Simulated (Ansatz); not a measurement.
## Pb under changes of volume

One of the cells (40.672 Å³/atom); the others are scaled copies at fixed shape and fractional positions:

```
Pb
1.0
     0.00000    3.43900    3.43900
     3.43900    0.00000    3.43900
     3.43900    3.43900    0.00000
Pb
2
Direct
  0.25000 0.25000 0.25000
  0.00000 0.00000 0.00000
```

This isn't the form of Pb at room conditions, which is fcc.

| Item | Value |
| --- | --- |
| Program | Ansatz 0.2.0 |
| Functional | LDA |
| Potentials or basis | Ansatz PAW |
| Cutoff | 420 eV (not typed: the program's choice for these potentials) |
| k mesh | 7 × 7 × 7 |
| Occupations | fermi-dirac, width 0.05 eV |
| Spin | no spin polarisation |

```tsv
volume (Å³/atom)	energy over the lowest point (meV/atom)	pressure (GPa)
38.232	6.93	1.5
39.045	1.51	0.7
39.859	0.00	-0.1
40.672	1.98	-0.7
41.486	?	?
42.299	14.86	-1.8
43.112	25.13	-2.2
```

Task: What does the run at 41.486 Å³/atom give?

Result: Energy over the lowest point 7.05 meV/atom; pressure -1.3 GPa.

Worked out: A Birch-Murnaghan fit of order 3 (a polynomial in V^(-2/3)) to the other rows has its minimum at 39.79 Å³/atom with B0 = V·E''(V) = 34 GPa and B' = 4.7. It gives 7.05 meV/atom at 41.486 Å³/atom, against the run's 7.05, and -dE/dV = -1.3 GPa, against -1.3.

Energies are extrapolated to zero smearing.

Caveats: the PAW data sets come from PBE, with cores solved anew for the run's functional, which leaves a small shift of forces and pressure.
